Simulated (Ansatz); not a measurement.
## Structures of Te₂Mo: which is lowest?

Plane-wave DFT in Ansatz with scalar-relativistic PAW potentials, cutoff 420 eV, Γ-centred meshes chosen by cell and gap, Gaussian smearing with energies taken to zero width. Every cell was relaxed (cell and atoms) in a run of its own, within the symmetry of its start. Functional: LDA.

Relaxed structures (starts from databases or built by putting these elements on another compound's sites):
A. P6_3/mmc, 6 atoms in the computed cell, a = 3.473 Å, c = 13.769 Å; sites (symmetry × multiplicity) Te 3m. × 4, Mo -6m2 × 2; start: database
B. P-6m2, 3 atoms in the computed cell, a = 3.467 Å, c = 17.520 Å; sites (symmetry × multiplicity) Te 3m. × 2, Mo -6m2 × 1; start: database

**Question.** Rank them by energy. Could pressure change the order?

**Answer.**
```csv
structure,group,E − E(lowest) (meV/atom),V (Å³/atom),gap on mesh (eV)
A,P6_3/mmc,0.0,23.97,0.70
B,P-6m2,52,60.78,1.24
```

A is lowest, 52 meV/atom under B. The lowest is also the densest of these, so pressure wouldn't bring one of the others in at first order. Other structures may lie lower than all of these, and vibrations aren't counted.

Spin-orbit coupling is left out, which matters for the bands of heavy elements.